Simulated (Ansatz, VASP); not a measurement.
**Cross-check of ZnSe (Stilleite) between VASP and Ansatz**

Wanted: the spread between two codes on one cell, functional and k mesh. The cell is taken from a series of runs on this material, whose earlier steps may have relaxed, scaled, displaced or heated it; both programs get it as it stands.

Calculated with Ansatz 0.2.0; plane waves, with VASP 6.6.1 beside it; zone-centre phonons at LDA.

## Step 1: Set-up

The structure is orthorhombic, space group Imm2 (No. 44). Conventional cell: a = 3.779 Å, b = 3.938 Å, c = 5.698 Å, α = 90.00°, β = 90.00°, γ = 90.00°. Nearest to Zn lie 4 Se at 2.39 to 2.41 Å. Nearest to Se lie 4 Zn at 2.39 to 2.41 Å. Farther neighbours and most contacts between anions are not listed.

## Step 2: VASP: zone-centre phonons, LDA

Second derivatives magnify differences that forces hide, and they need a tight electronic threshold.

Lines of VASP's logs that name or quote its potential files are left out, and so is its time.

Input file INCAR:

```
SYSTEM = ZnSe
PREC = Accurate
ENCUT = 500
EDIFF = 1E-08
NELM = 120
ISMEAR = 0
SIGMA = 0.01
LREAL = .FALSE.
ALGO = Normal
GGA = CA
NBANDS = 15
LORBIT = 11
LWAVE = .FALSE.
LCHARG = .FALSE.
ISIF = 2
IBRION = 8
LASPH = .TRUE.
GGA_COMPAT = .FALSE.
EFERMI = MIDGAP
KPAR = 2
```

Input file POSCAR:

```
ZnSe
1.0
   -0.0561594281      2.7284878366      2.8488574069
    2.7284878366     -0.0561594281      2.8488574069
    2.6723284084      2.6723284084      0.0000000000
Zn Se
1 1
Direct
    0.0037811619      0.0037811619      0.9962188381
    0.7462188381      0.7462188381      0.7537811619
```

Input file KPOINTS:

```
Automatic mesh
0
Gamma
12 12 12
0 0 0
```

The projector-augmented-wave data sets are Zn and Se (LDA family, release 64).

On the command line:

```sh
mpirun -np 2 vasp_std
```

Numbers of over 12 decimals in the logs are rounded to 6 here.

The program printed:

```text
[banner, memory and clock lines left out]
running    2 mpi-ranks, on    1 nodes
 distrk:  each k-point on    1 cores,    2 groups
 distr:  one band on    1 cores,    1 groups

 POSCAR found type information on POSCAR ZnSe
 POSCAR found :  2 types and       2 ions
 LDA part: xc-table for (Slater(with rela. corr.)+CA(PZ))
 , standard interpolation
 POSCAR, INCAR and KPOINTS ok, starting setup
 FFT: planning ... GRIDC
 FFT: planning ... GRID_SOFT
 FFT: planning ... GRID
 WAVECAR not read
 entering main loop
       N       E                     dE             d eps       ncg     rms          rms(c)
DAV:   1     0.859763100323E+02    0.85976E+02   -0.87493E+03  8408   0.138E+03
DAV:   2    -0.217868927827E+01   -0.88155E+02   -0.83091E+02  9282   0.262E+02
DAV:   3    -0.762263091691E+01   -0.54439E+01   -0.54213E+01 10374   0.647E+01
DAV:   4    -0.766840353229E+01   -0.45773E-01   -0.45767E-01  9891   0.628E+00
DAV:   5    -0.766863422215E+01   -0.23069E-03   -0.23069E-03 10885   0.413E-01    0.547E+00
DAV:   6    -0.738363787414E+01    0.28500E+00   -0.60115E-01 11954   0.277E+01    0.411E+00
DAV:   7    -0.735641563399E+01    0.27222E-01   -0.17298E-01 10206   0.422E+00    0.169E+00
DAV:   8    -0.735192134106E+01    0.44943E-02   -0.37764E-03 12534   0.882E-01    0.436E-01
DAV:   9    -0.735134424263E+01    0.57710E-03   -0.99334E-04 10087   0.272E-01    0.587E-02
DAV:  10    -0.735136150906E+01   -0.17266E-04   -0.13231E-04 10843   0.129E-01    0.194E-02
DAV:  11    -0.735135338349E+01    0.81256E-05   -0.17576E-05 12852   0.694E-02    0.466E-03
DAV:  12    -0.735135338805E+01   -0.45522E-08   -0.30715E-06 10087   0.139E-02    0.122E-03
DAV:  13    -0.735135340798E+01   -0.19931E-07   -0.15445E-07 10388   0.364E-03    0.509E-04
DAV:  14    -0.735135340833E+01   -0.34879E-09   -0.28114E-09  6237   0.648E-04
   1 F= -.73513534E+01 E0= -.73513534E+01  d E =0.000000E+00
 Linear response reoptimize wavefunctions to high precision
DAV:   1    -0.735135340810E+01    0.22897E-09   -0.13310E-09  7987   0.736E-04
DAV:   2    -0.735135340814E+01   -0.39563E-10   -0.46821E-10  4942   0.166E-04
 Linear response DOF=           4
 Linear response progress:
  Degree of freedom:   1/  4
       N       E                     dE             d eps       ncg     rms          rms(c)
RMM:   1    -0.212803491973E+00   -0.21280E+00   -0.58723E-03 36337   0.209E+00
RMM:   2    -0.210890383485E+00    0.19131E-02   -0.25680E-03 41529   0.399E-01    0.908E-02
RMM:   3    -0.210661896460E+00    0.22849E-03   -0.39785E-05 47416   0.497E-02    0.546E-02
RMM:   4    -0.210387311662E+00    0.27458E-03   -0.17622E-05 49022   0.296E-02    0.288E-03
RMM:   5    -0.210405276430E+00   -0.17965E-04   -0.63781E-07 50457   0.557E-03    0.872E-04
RMM:   6    -0.210404138756E+00    0.11377E-05   -0.45451E-08 51466   0.107E-03    0.325E-04
RMM:   7    -0.210403873866E+00    0.26489E-06   -0.11241E-08 51219   0.330E-04    0.349E-05
RMM:   8    -0.210403562137E+00    0.31173E-06   -0.48840E-09 50671   0.114E-04    0.115E-05
RMM:   9    -0.210403572104E+00   -0.99668E-08   -0.43420E-09 52133   0.498E-05    0.369E-06
 first order change of Fermi-energy  -0.26788E-04
 force on displaced ion       1 direction 1 :  -6.598  -0.056  -0.006
 Linear response progress:
  Degree of freedom:   2/  4
       N       E                     dE             d eps       ncg     rms          rms(c)
RMM:   1    -0.212989597912E+00   -0.21299E+00   -0.69774E-03 11768   0.207E+00
RMM:   2    -0.211173427136E+00    0.18162E-02   -0.26261E-03 13378   0.395E-01    0.947E-02
RMM:   3    -0.210946077268E+00    0.22735E-03   -0.38503E-05 15192   0.500E-02    0.566E-02
RMM:   4    -0.210673585109E+00    0.27249E-03   -0.16762E-05 15692   0.286E-02    0.279E-03
RMM:   5    -0.210689105134E+00   -0.15520E-04   -0.49824E-07 16183   0.502E-03    0.933E-04
RMM:   6    -0.210690871986E+00   -0.17669E-05   -0.43495E-08 16312   0.121E-03    0.307E-04
RMM:   7    -0.210690354231E+00    0.51775E-06   -0.60858E-09 16132   0.271E-04    0.724E-05
RMM:   8    -0.210690047187E+00    0.30704E-06   -0.33804E-09 15351   0.103E-04    0.106E-05
RMM:   9    -0.210690034181E+00    0.13006E-07   -0.28459E-09 16785   0.427E-05    0.482E-06
RMM:  10    -0.210690044896E+00   -0.10714E-07   -0.20024E-09 14909   0.190E-05    0.168E-06
RMM:  11    -0.210690052479E+00   -0.75831E-08   -0.18522E-09 13471   0.139E-05    0.491E-07
 first order change of Fermi-energy   0.40072E+00
 force on displaced ion       1 direction 3 :  -0.000  -0.000  -6.900
 Linear response progress:
  Degree of freedom:   3/  4
       N       E                     dE             d eps       ncg     rms          rms(c)
RMM:   1    -0.823961051861E-01   -0.82396E-01    0.10290E-01 63451   0.178E+00
RMM:   2    -0.816869073730E-01    0.70920E-03   -0.33335E-03 40977   0.523E-01    0.122E-01
RMM:   3    -0.818611535735E-01   -0.17425E-03   -0.19277E-04 46022   0.108E-01    0.672E-02
RMM:   4    -0.821543474988E-01   -0.29319E-03   -0.40798E-05 46506   0.452E-02    0.825E-03
RMM:   5    -0.821630968124E-01   -0.87493E-05   -0.14967E-06 47016   0.874E-03    0.398E-03
RMM:   6    -0.821539132359E-01    0.91836E-05   -0.11791E-07 46781   0.229E-03    0.162E-03
RMM:   7    -0.821498198348E-01    0.40934E-05   -0.38550E-08 47838   0.861E-04    0.300E-04
RMM:   8    -0.821517275846E-01   -0.19077E-05   -0.73544E-09 48455   0.284E-04    0.390E-05
RMM:   9    -0.821518581173E-01   -0.13053E-06   -0.37610E-09 49123   0.946E-05    0.106E-05
RMM:  10    -0.821517696348E-01    0.88482E-07   -0.17208E-09 48739   0.291E-05    0.322E-06
RMM:  11    -0.821517768251E-01   -0.71903E-08   -0.20401E-09 42939   0.155E-05    0.197E-06
 first order change of Fermi-energy   0.13598E-03
 force on displaced ion       2 direction 1 :  -6.582  -0.050  -0.001
 Linear response progress:
  Degree of freedom:   4/  4
       N       E                     dE             d eps       ncg     rms          rms(c)
RMM:   1    -0.825774117175E-01   -0.82577E-01    0.10911E-01 19929   0.180E+00
RMM:   2    -0.820168448135E-01    0.56057E-03   -0.31944E-03 13414   0.509E-01    0.128E-01
RMM:   3    -0.822107159972E-01   -0.19387E-03   -0.18782E-04 14784   0.106E-01    0.697E-02
RMM:   4    -0.825189594192E-01   -0.30824E-03   -0.48943E-05 14905   0.480E-02    0.888E-03
RMM:   5    -0.825234578592E-01   -0.44984E-05   -0.20202E-06 14998   0.101E-02    0.414E-03
RMM:   6    -0.825143826006E-01    0.90753E-05   -0.19978E-07 14980   0.267E-03    0.194E-03
RMM:   7    -0.825095627957E-01    0.48198E-05   -0.22534E-08 15103   0.103E-03    0.380E-04
RMM:   8    -0.825117923729E-01   -0.22296E-05   -0.18586E-08 15397   0.347E-04    0.530E-05
RMM:   9    -0.825119347077E-01   -0.14233E-06   -0.11525E-08 15658   0.109E-04    0.189E-05
RMM:  10    -0.825118425324E-01    0.92175E-07   -0.87207E-09 15390   0.323E-05    0.873E-06
RMM:  11    -0.825118593744E-01   -0.16842E-07   -0.99068E-09 14388   0.185E-05    0.299E-06
RMM:  12    -0.825118695101E-01   -0.10136E-07   -0.85499E-09 13130   0.119E-05    0.397E-07
RMM:  13    -0.825118691815E-01    0.32859E-09   -0.12698E-08  7251   0.943E-06    0.181E-07
 first order change of Fermi-energy  -0.40012E+00
 force on displaced ion       2 direction 3 :  -0.000  -0.000  -6.897
 Linear response finished
```

From OUTCAR (step 2):

```text
ion  position               nearest neighbor table
   1  0.004  0.004  0.996-   2 2.39   2 2.39   2 2.41   2 2.41
   2  0.746  0.746  0.754-   1 2.39   1 2.39   1 2.41   1 2.41

  LATTYP: Found a body centered orthorhombic cell.
 ALAT       =     3.7792430783
 B/A-ratio  =     1.0420303343
 C/A-ratio  =     1.5076338557

 Subroutine GETGRP returns: Found  4 space group operations
 (whereof  4 operations were pure point group operations)

The static configuration has the point symmetry C_2v.

 Found    280 irreducible k-points:

   k-points           NKPTS =    280   k-points in BZ     NKDIM =    280   number of bands    NBANDS=     15

   dimension x,y,z NGX =    30 NGY =   30 NGZ =   28
   dimension x,y,z NGXF=    60 NGYF=   60 NGZF=   56

   ENCUT  =  500.0 eV  36.75 Ry    6.06 a.u.   7.19  7.19  6.89*2*pi/ulx,y,z

   NELECT =      18.0000    total number of electrons

 k-points in reciprocal lattice and weights: Automatic mesh
   0.00000000  0.00000000  0.00000000       0.001
   0.08333333  0.00000000  0.00000000       0.002
   0.16666667  0.00000000  0.00000000       0.002
   0.25000000  0.00000000  0.00000000       0.002
   0.33333333  0.00000000  0.00000000       0.002
   0.41666667  0.00000000  0.00000000       0.002
   0.50000000  0.00000000  0.00000000       0.001
   0.08333333  0.08333333  0.00000000       0.001
   0.16666667  0.08333333  0.00000000       0.002
[...]
0.25000000  0.25000000  0.50000000       0.001
  -0.25000000  0.25000000  0.50000000       0.001

 average (electrostatic) potential at core
       1 -37.7467       2 -61.6747

  Total        0.5889257      0.5889257      0.1092644      0.4862638      0.0000000      0.0000000
  in kB       22.2541156     22.2541156      4.1288436     18.3747647      0.0000000      0.0000000
  external PRESSURE =      16.2123583 kB  Pullay stress =       0.0000000 kB

  energy-cutoff  :      500.00
  volume of cell :       42.40
      direct lattice vectors                 reciprocal lattice vectors
    -0.056159428  2.728487837  2.848857407    -0.179555955  0.179555955  0.175508960
     2.728487837 -0.056159428  2.848857407     0.179555955 -0.179555955  0.175508960
     2.672328408  2.672328408  0.000000000     0.187102752  0.187102752 -0.175508960

 POSITION                                       TOTAL-FORCE (eV/Angst)
 -----------------------------------------------------------------------------------
      2.67233      2.67233      0.02154         0.000000      0.000000      0.003482
      4.00849      4.00849      4.25174        -0.000000     -0.000000     -0.003482
 -----------------------------------------------------------------------------------
    total drift:                               -0.000056     -0.000056      0.001402

 Eigenvectors and eigenvalues of the dynamical matrix
 ----------------------------------------------------

   1 f  =    6.865513 THz    43.137292 2PiTHz  229.008869 cm-1    28.393468 meV
             X         Y         Z           dx          dy          dz
      2.672328  2.672328  0.021544     0.000000    0.000000    0.739665
      4.008493  4.008493  4.251742    -0.000000   -0.000000   -0.672975

   2 f  =    6.737650 THz    42.333902 2PiTHz  224.743807 cm-1    27.864668 meV
             X         Y         Z           dx          dy          dz
      2.672328  2.672328  0.021544     0.523382    0.523382   -0.000000
      4.008493  4.008493  4.251742    -0.475469   -0.475469    0.000000

   3 f  =    6.683287 THz    41.992334 2PiTHz  222.930474 cm-1    27.639844 meV
             X         Y         Z           dx          dy          dz
      2.672328  2.672328  0.021544    -0.523149    0.523149    0.000000
      4.008493  4.008493  4.251742     0.475726   -0.475726   -0.000000

   4 f/i=    0.000696 THz     0.004375 2PiTHz    0.023227 cm-1     0.002880 meV
             X         Y         Z           dx          dy          dz
      2.672328  2.672328  0.021544     0.000000   -0.000000   -0.672975
      4.008493  4.008493  4.251742     0.000000   -0.000000   -0.739665

   5 f/i=    0.002460 THz     0.015457 2PiTHz    0.082059 cm-1     0.010174 meV
             X         Y         Z           dx          dy          dz
      2.672328  2.672328  0.021544    -0.475726    0.475726   -0.000000
      4.008493  4.008493  4.251742    -0.523149    0.523149   -0.000000

   6 f/i=    0.005781 THz     0.036325 2PiTHz    0.192841 cm-1     0.023909 meV
             X         Y         Z           dx          dy          dz
      2.672328  2.672328  0.021544    -0.475469   -0.475469    0.000000
      4.008493  4.008493  4.251742    -0.523382   -0.523382    0.000000

 ELASTIC MODULI CONTR FROM IONIC RELAXATION (kBar)
 Direction    XX          YY          ZZ          XY          YZ          ZX
 --------------------------------------------------------------------------------
 XX          -2.0319     -2.0319     -3.1035    -23.6730     -0.0000     -0.0000
 YY          -2.0319     -2.0319     -3.1035    -23.6730     -0.0000     -0.0000
 ZZ          -3.1035     -3.1035     -4.7402    -36.1579     -0.0000     -0.0000
 XY         -23.6730    -23.6730    -36.1579   -275.8067     -0.0000     -0.0000
 YZ          -0.0000     -0.0000     -0.0000     -0.0000   -267.0099    -30.3980
 ZX          -0.0000     -0.0000     -0.0000     -0.0000    -30.3980   -260.7258
 --------------------------------------------------------------------------------
```

(Continued in part 2 of 2.)

[Lines on the potential files, build, host, timing and source positions are cut from VASP's logs without a mark.]

[Logs are printed without paths, hosts, clocks, repeated set-up lines and the standing remarks that a program may print on its own settings, such as how far it seeks lower states.]

[Hosts, paths, dates, database ids (printed as entryN), source tags and the programs' standing remarks are cut or masked in the printed files.]
